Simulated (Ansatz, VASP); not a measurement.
Ga: VASP beside Ansatz

```
Ga
1.0
    -1.37511    1.37511    2.29571
     1.37511   -1.37511    2.29571
     1.37511    1.37511   -2.29571
Ga
1
Direct
  0.00000 0.00000 0.00000
```

Change from the starting cell: volume scaled by 0.98.

Alike in both runs: task single point; functional PBE; k mesh 13 × 13 × 13; occupations fermi-dirac, width 0.05 eV; no spin polarisation.

```csv
,VASP,Ansatz
version,VASP 6.6.1,Ansatz 0.2.0
potentials or method,"VASP PAW PBE potentials, release 64 (Ga_d), cutoff 520 eV","all-electron LAPW, scalar-relativistic"
```

Ansatz gave:

- gap on the k mesh at the Fermi level (eV): none
- pressure (GPa): 5.0
- largest component of the traceless stress (GPa): 0.44

Task: Which values does VASP return?

Result: gap on the k mesh at the Fermi level (eV): none; pressure (GPa): 5.0; largest component of the traceless stress (GPa): 0.47.

A gap of «none» marks a metal or a gap that the smearing closes. Ansatz ran all-electron here, so the differences hold the error of VASP's frozen core and of both bases.
